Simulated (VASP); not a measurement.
# Fe2O3 (R-3c) in VASP: further runs

The runs below take Fe2O3 through relaxation of cell and atoms, band structure, with LDA+U, rev-vdW-DF2+U.

Everything below comes from runs of VASP 6.6.1. Logs are shortened: lines on timing, memory, paths and dates and some standing lists are left out, and cuts for length are marked.

### 1 The structure

The structure is trigonal, space group R-3c (No. 167). The conventional cell has a = 4.993 Å, b = 4.993 Å, c = 13.517 Å, α = 90.00°, β = 90.00°, γ = 120.00°. Around Fe (site symmetry 3) lie 6 O at 1.94 to 2.06 Å. Around O (site symmetry 2) lie 4 Fe at 1.94 to 2.06 Å.

### 2 Relaxation of cell and atoms, LDA+U, collinear spin, ferromagnetic start

INCAR reads:

```
SYSTEM = Fe2O3
PREC     = Accurate       ! precision mode
ENCUT    = 600            ! plane-wave cutoff, eV
EDIFF    = 1E-7           ! SCF threshold, eV
ISMEAR   = 1              ! smearing method
SIGMA    = 0.1            ! smearing width, eV
LREAL    = .False.        ! projectors in reciprocal space
LASPH    = .True.         ! aspherical terms in the spheres
NELM     = 150            ! most SCF steps
ALGO     = Normal         ! electronic algorithm
ISIF     = 3              ! what is computed and relaxed
LWAVE    = .False.        ! write WAVECAR
LCHARG   = .False.        ! write CHGCAR
ISPIN    = 2              ! spin polarisation
MAGMOM   = 4 4 4 4 0 0 0 0 0 0 ! initial moments
LORBIT   = 11             ! projections on sites
LMAXMIX  = 4              ! l up to which the mixer works
LDAU     = .True.         ! DFT+U
LDAUTYPE = 2            
LDAUL    = 2 -1           ! shell
LDAUU    = 5.3 0          ! U, eV
LDAUJ    = 0 0          
LDAUPRINT= 1            
GGA      = CA             ! functional
IBRION   = 2              ! ionic algorithm
NSW      = 90             ! ionic steps
EDIFFG   = -0.005         ! ionic threshold
AMIX     = 0.2          
BMIX     = 1E-4         
AMIX_MAG = 0.8          
BMIX_MAG = 1E-4         
KPAR     = 4
```

KPOINTS reads:

```
regular mesh
0
Gamma
  9 9 9
  0 0 0
```

POSCAR reads:

```
Fe2O3                                   
1.0
    2.4966489043      1.4414409189      4.5058223767
   -2.4966489043      1.4414409189      4.5058223767
    0.0000000000     -2.8828818377      4.5058223767
  Fe              O             
     4     6
Direct
     0.3529103734928573    0.3529103734928573    0.3529103734928573
     0.1470896265071429    0.1470896265071429    0.1470896265071429
     0.6470896265071430    0.6470896265071430    0.6470896265071430
     0.8529103734928570    0.8529103734928570    0.8529103734928570
     0.5544324623407055    0.9455675376592945    0.2500000000000000
     0.2500000000000180    0.5544324623407236    0.9455675376592584
     0.9455675376592764    0.2499999999999819    0.5544324623407416
     0.4455675376592945    0.0544324623407055    0.7500000000000000
     0.7499999999999819    0.4455675376592765    0.0544324623407417
     0.0544324623407236    0.7500000000000181    0.4455675376592584
```

Potentials or basis: VASP PAW LDA potentials, release 64 (Fe, O).

The run is started by

```bash
$ cat potpaw_LDA.64/Fe/POTCAR potpaw_LDA.64/O/POTCAR > POTCAR
$ mpirun -np 4 vasp_std > vasp.out
```

OUTCAR:

```text
SYSTEM = Fe2O3
   PREC = Accurate
   ENCUT = 600
   EDIFF = 1E-7
   ISMEAR = 1
   LREAL = .False.
   LASPH = .True.
   NELM = 150
   ISIF = 3
   ISPIN = 2
   LORBIT = 11
   GGA = CA
   IBRION = 2
   NSW = 90
   EDIFFG = -0.005
   AMIX = 0.2
   AMIX_MAG = 0.8

 ion  position               nearest neighbor table
   1  0.353  0.353  0.353-  10 1.94   8 1.94   9 1.94   5 2.06   6 2.06   7 2.06   2 2.78   3 2.93
                             3 2.93   3 2.93
   2  0.147  0.147  0.147-   9 1.94   8 1.94  10 1.94   5 2.06   7 2.06   6 2.06   1 2.78   4 2.93
                             4 2.93   4 2.93
   3  0.647  0.647  0.647-   7 1.94   5 1.94   6 1.94   8 2.06   9 2.06  10 2.06   4 2.78   1 2.93
                             1 2.93   1 2.93
   4  0.853  0.853  0.853-   6 1.94   5 1.94   7 1.94   8 2.06  10 2.06   9 2.06   3 2.78   2 2.93
                             2 2.93   2 2.93
   5  0.554  0.946  0.250-   3 1.94   4 1.94   1 2.06   2 2.06
   6  0.250  0.554  0.946-   4 1.94   3 1.94   1 2.06   2 2.06
   7  0.946  0.250  0.554-   3 1.94   4 1.94   2 2.06   1 2.06
   8  0.446  0.054  0.750-   1 1.94   2 1.94   3 2.06   4 2.06
   9  0.750  0.446  0.054-   2 1.94   1 1.94   3 2.06   4 2.06
  10  0.054  0.750  0.446-   1 1.94   2 1.94   4 2.06   3 2.06

  LATTYP: Found a trigonal (rhomboedric) cell.
 ALAT       =     5.3491534811
 COS(alpha) =     0.5643127764

  Lattice vectors:

 A1 = (   2.4966489043,   1.4414409189,   4.5058223767)
 A2 = (  -2.4966489043,   1.4414409189,   4.5058223767)
 A3 = (   0.0000000000,  -2.8828818377,   4.5058223767)

Analysis of symmetry for initial positions (statically):
=====================================================================
 Subroutine PRICEL returns:
 Original cell was already a primitive cell.

 Routine SETGRP: Setting up the symmetry group for a
 trigonal (rhombohedral) supercell.

 Subroutine GETGRP returns: Found 12 space group operations
 (whereof  6 operations were pure point group operations)
 out of a pool of 12 trial point group operations.

The static configuration has the point symmetry S_6 .
 The point group associated with its full space group is D_3d.

Analysis of symmetry for dynamics (positions and initial velocities):
=====================================================================
 Subroutine PRICEL returns:
 Original cell was already a primitive cell.

 Routine SETGRP: Setting up the symmetry group for a
 trigonal (rhombohedral) supercell.

 Subroutine GETGRP returns: Found 12 space group operations
 (whereof  6 operations were pure point group operations)
 out of a pool of 12 trial point group operations.

The dynamic configuration has the point symmetry S_6 .
 The point group associated with its full space group is D_3d.

Analysis of structural, dynamic, and magnetic symmetry:
=====================================================================
 Subroutine PRICEL returns:
 Original cell was already a primitive cell.

 Routine SETGRP: Setting up the symmetry group for a
 trigonal (rhombohedral) supercell.

 Subroutine GETGRP returns: Found 12 space group operations
 (whereof  6 operations were pure point group operations)
 out of a pool of 12 trial point group operations.

The overall configuration has the point symmetry S_6 .
 The point group associated with its full space group is D_3d.

 Subroutine INISYM returns: Found 12 space group operations
 (whereof  6 operations are pure point group operations),
 and found     1 'primitive' translations

----------------------------------------------------------------------------------------

                                     Primitive cell

  volume of cell :      97.2926

  direct lattice vectors                    reciprocal lattice vectors
[... 125 lines left out ...]
  Fermi-wavevector in a.u.,A,eV,Ry     =   1.452840  2.745470 28.718434  2.110745
  Thomas-Fermi vector in A             =   2.570176
   LORBIT       =     11    0 simple, 1 ext, 2 COOP (PROOUT), +10 PAW based schemes
 LDA+U is selected, type is set to LDAUTYPE =  2
   angular momentum for each species LDAUL =     2   -1
   U (eV)           for each species LDAUU =   5.3  0.0
   J (eV)           for each species LDAUJ =   0.0  0.0
   GGA     = CA    functional components
   LHFCALC =     F    Hartree Fock is set to
   AEXX    =    0.0000 exact exchange contribution
   IVDW    =     0    specifies the selected vdW correction
   LEPSILON=     F    determine dielectric tensor
   LRPA    =     F    only Hartree local field effects (RPA)
 conjugate gradient relaxation of ions
 spin polarized calculation
 Methfessel and Paxton  Order N= 1 SIGMA  =   0.10
  energy-cutoff  :      600.00
  volume of cell :       97.29
 maximum number of plane-waves:      3264
 NGX is ok and might be reduce to    48
   NGX = 21   NGY = 21   NGZ = 21

atom =   1  type =  1  l = 2

 onsite density matrix

spin component  1
[... 116 lines left out ...]
  o =  0.0680  v =  0.0000  0.0000  0.0000  0.0000  0.0000 -0.1677  0.0044 -0.0000 -0.5949  0.7861      0.0000  0.0000  0.0000  0.0000  0.0000  0.0000  0.0000  0.0000  0.0000  0.0000
  o =  0.0680  v =  0.0000  0.0000  0.0000  0.0000  0.0000  0.7861  0.5949 -0.0000  0.0044  0.1677      0.0000  0.0000  0.0000  0.0000  0.0000  0.0000  0.0000  0.0000  0.0000  0.0000
  o =  0.0816  v =  0.0000  0.0000  0.0000  0.0000  0.0000  0.0000  0.0000  1.0000 -0.0000  0.0000      0.0000  0.0000  0.0000  0.0000  0.0000  0.0000  0.0000  0.0000  0.0000  0.0000
  o =  0.2817  v =  0.0000  0.0000  0.0000  0.0000  0.0000  0.1308 -0.0033 -0.0000 -0.8038 -0.5804      0.0000  0.0000  0.0000  0.0000  0.0000  0.0000  0.0000  0.0000  0.0000  0.0000
  o =  0.2817  v =  0.0000  0.0000  0.0000  0.0000  0.0000 -0.5804  0.8038 -0.0000 -0.0033 -0.1308      0.0000  0.0000  0.0000  0.0000  0.0000  0.0000  0.0000  0.0000  0.0000  0.0000
  o =  0.9890  v = -0.1108  0.0044 -0.0000 -0.6178  0.7784  0.0000  0.0000  0.0000  0.0000  0.0000      0.0000  0.0000  0.0000  0.0000  0.0000  0.0000  0.0000  0.0000  0.0000  0.0000
  o =  0.9890  v =  0.7784  0.6178 -0.0000  0.0044  0.1108  0.0000  0.0000  0.0000  0.0000  0.0000      0.0000  0.0000  0.0000  0.0000  0.0000  0.0000  0.0000  0.0000  0.0000  0.0000
  o =  0.9916  v =  0.0000  0.0000  1.0000 -0.0000  0.0000  0.0000  0.0000  0.0000  0.0000  0.0000      0.0000  0.0000  0.0000  0.0000  0.0000  0.0000  0.0000  0.0000  0.0000  0.0000
  o =  1.0844  v =  0.0941 -0.0034 -0.0000 -0.7863 -0.6106  0.0000  0.0000  0.0000  0.0000  0.0000      0.0000  0.0000  0.0000  0.0000  0.0000  0.0000  0.0000  0.0000  0.0000  0.0000
  o =  1.0844  v = -0.6106  0.7863 -0.0000 -0.0034 -0.0941  0.0000  0.0000  0.0000  0.0000  0.0000      0.0000  0.0000  0.0000  0.0000  0.0000  0.0000  0.0000  0.0000  0.0000  0.0000

 number of electron      68.0000000 magnetization      20.0000934

 Free energy of the ion-electron system (eV)
  ---------------------------------------------------
  ext. energy  EPLUGINS =         0.00000000
  ---------------------------------------------------
  free energy    TOTEN  =       -72.93583908 eV

  energy without entropy =      -72.93720799  energy(sigma->0) =      -72.93629538

 E-fermi :   3.8890     XC(G=0): -12.3173

 val. band max:        3.8698932653   @ k =   0.1111   0.1111   0.0000
 cond. band min:       3.8910240564   @ k =   0.0000   0.0000   0.0000
 fundamental gap:      0.0211307911
 Fermi energy:         3.8890195551

 spin component 1

 k-point     1 :       0.0000    0.0000    0.0000
  band No.  band energies     occupation
      1     -15.2645      1.00000
      2     -13.7445      1.00000
      3     -13.7445      1.00000
      4     -13.4979      1.00000
      5     -13.4979      1.00000
      6     -13.4904      1.00000
[... 2345 lines left out ...]
     45      12.7791      0.00000
     46      13.9491      0.00000

 [... further k-points ...]

 [bands above 46 left out]

------------------------ aborting loop because EDIFF is reached ----------------------------------------

  FORCE on cell =-STRESS in cart. coord.  units (eV):
  Direction    XX          YY          ZZ          XY          YZ          ZX
  --------------------------------------------------------------------------------------
  -------------------------------------------------------------------------------------
  Total        0.0148117      0.0148117      0.0141286      0.0000000      0.0000000      0.0000000
  in kB        0.2439135      0.2439135      0.2326646      0.0000000      0.0000000      0.0000000
  external PRESSURE =       0.2401639 kB  Pullay stress =       0.0000000 kB

 VOLUME and BASIS-vectors are now :
 -----------------------------------------------------------------------------
  energy-cutoff  :      600.00
  volume of cell :       97.29
      direct lattice vectors                 reciprocal lattice vectors
     2.496648904  1.441440919  4.505822377     0.200268447  0.115625042  0.073978356
    -2.496648904  1.441440919  4.505822377    -0.200268447  0.115625042  0.073978356
     0.000000000 -2.882881838  4.505822377     0.000000000 -0.231250084  0.073978356

 POSITION                                       TOTAL-FORCE (eV/Angst)
 -----------------------------------------------------------------------------------
      0.00000      0.00000      4.77045        -0.000000     -0.000000     -0.004966
      0.00000      0.00000      1.98828        -0.000000      0.000000      0.004966
      0.00000      0.00000      8.74701        -0.000000      0.000000      0.004966
      0.00000      0.00000     11.52919        -0.000000     -0.000000     -0.004966
     -0.97653      1.44144      7.88519        -0.004907      0.000000     -0.000000
     -0.76006     -1.56642      7.88519         0.002453     -0.004249     -0.000000
      1.73659      0.12498      7.88519         0.002453      0.004249     -0.000000
      0.97653     -1.44144      5.63228         0.004907      0.000000     -0.000000
      0.76006      1.56642      5.63228        -0.002453      0.004249     -0.000000
     -1.73659     -0.12498      5.63228        -0.002453     -0.004249     -0.000000
 -----------------------------------------------------------------------------------
    total drift:                               -0.000000     -0.000000     -0.000000

  FREE ENERGIE OF THE ION-ELECTRON SYSTEM (eV)
  ---------------------------------------------------
  free  energy   TOTEN  =       -72.9358390770 eV

  energy  without entropy=      -72.9372079926  energy(sigma->0) =      -72.93629538

 reached required accuracy - stopping structural energy minimisation

 total charge

# of ion       s       p       d       tot
------------------------------------------
    1        0.407   0.605   5.887   6.899
    2        0.407   0.605   5.887   6.899
    3        0.407   0.605   5.887   6.899
    4        0.407   0.605   5.887   6.899
    5        1.543   3.495   0.000   5.038
    6        1.543   3.495   0.000   5.038
    7        1.543   3.495   0.000   5.038
    8        1.543   3.495   0.000   5.038
    9        1.543   3.495   0.000   5.038
   10        1.543   3.495   0.000   5.038
--------------------------------------------------
tot         10.887  23.391  23.548  57.826

 magnetization (x)

# of ion       s       p       d       tot
------------------------------------------
    1        0.022   0.043   4.346   4.411
    2        0.022   0.043   4.346   4.411
    3        0.022   0.043   4.346   4.411
    4        0.022   0.043   4.346   4.411
    5        0.020   0.332   0.000   0.351
    6        0.020   0.332   0.000   0.351
    7        0.020   0.332   0.000   0.351
    8        0.020   0.332   0.000   0.351
    9        0.020   0.332   0.000   0.351
   10        0.020   0.332   0.000   0.351
--------------------------------------------------
tot          0.207   2.161  17.384  19.752
```

Run time: 8.6 min. Hardware: 4 MPI ranks of AMD EPYC 9R45 (Zen 5), shared host; peak memory 0.72 GiB.

What came out:

* Free energy: -72.9358 eV
* Pressure after relaxing: 0.0 GPa
* Largest force after relaxing: 0.005 eV/Å
* Band gap on the k mesh: 1.20 eV, indirect (least direct gap 1.41 eV)
* Net moment: 20.00 μB per cell
* Site moments: Fe +4.41; O +0.35 μB
* Valence electrons inside the program's atomic spheres: Fe 6.90; O 5.04

Forces in eV/Å, atoms in the order of the input:
```
Fe   0.000  0.000 -0.005
Fe   0.000  0.000  0.005
Fe   0.000  0.000  0.005
Fe   0.000  0.000 -0.005
O   -0.005  0.000  0.000
O    0.002 -0.004  0.000
O    0.002  0.004  0.000
O    0.005  0.000  0.000
O   -0.002  0.004  0.000
O   -0.002 -0.004  0.000
```

Final structure:
```yaml
crystal:
  lattice:
    - [2.49665, 1.44144, 4.50582]
    - [-2.49665, 1.44144, 4.50582]
    - [0.00000, -2.88288, 4.50582]
  atoms:
    - { symbol: Fe, position: [0.35291, 0.35291, 0.35291] }
    - { symbol: Fe, position: [0.14709, 0.14709, 0.14709] }
    - { symbol: Fe, position: [0.64709, 0.64709, 0.64709] }
    - { symbol: Fe, position: [0.85291, 0.85291, 0.85291] }
    - { symbol: O, position: [0.55443, 0.94557, 0.25000] }
    - { symbol: O, position: [0.25000, 0.55443, 0.94557] }
    - { symbol: O, position: [0.94557, 0.25000, 0.55443] }
    - { symbol: O, position: [0.44557, 0.05443, 0.75000] }
    - { symbol: O, position: [0.75000, 0.44557, 0.05443] }
    - { symbol: O, position: [0.05443, 0.75000, 0.44557] }
```

Levels at points of the mesh, in eV from the valence-band top:
Spin up:
| k point | band 42 | band 43 | band 44 | band 45 | band 46 | band 47 |
| --- | --- | --- | --- | --- | --- | --- |
| (0.00, 0.00, 0.00) | -0.47 | 0.00 | 0.00 | 4.71 | 8.23 | 10.32 |
Spin down:
| k point | band 22 | band 23 | band 24 | band 25 | band 26 | band 27 |
| --- | --- | --- | --- | --- | --- | --- |
| (0.00, 0.00, 0.00) | -1.03 | -1.03 | -0.88 | 1.48 | 1.58 | 1.58 |

Eigenvalues of the final occupation matrices:
| site | spin | trace | eigenvalues |
| --- | --- | --- | --- |
| site 1 d | 1 | 5.14 | 0.99 0.99 0.99 1.08 1.08 |
| site 1 d | 2 | 0.78 | 0.07 0.07 0.08 0.28 0.28 |
| site 2 d | 1 | 5.14 | 0.99 0.99 0.99 1.08 1.08 |
| site 2 d | 2 | 0.78 | 0.07 0.07 0.08 0.28 0.28 |
| site 3 d | 1 | 5.14 | 0.99 0.99 0.99 1.08 1.08 |
| site 3 d | 2 | 0.78 | 0.07 0.07 0.08 0.28 0.28 |
| site 4 d | 1 | 5.14 | 0.99 0.99 0.99 1.08 1.08 |
| site 4 d | 2 | 0.78 | 0.07 0.07 0.08 0.28 0.28 |

Caveat: the relaxation stopped at its first step, so nothing moved; an odd mesh through Γ misses points on the zone boundary, where band edges often lie; only a ferromagnetic start was run, and an antiferromagnetic order may lie lower in energy.

(Continued in part 2 of 3.)
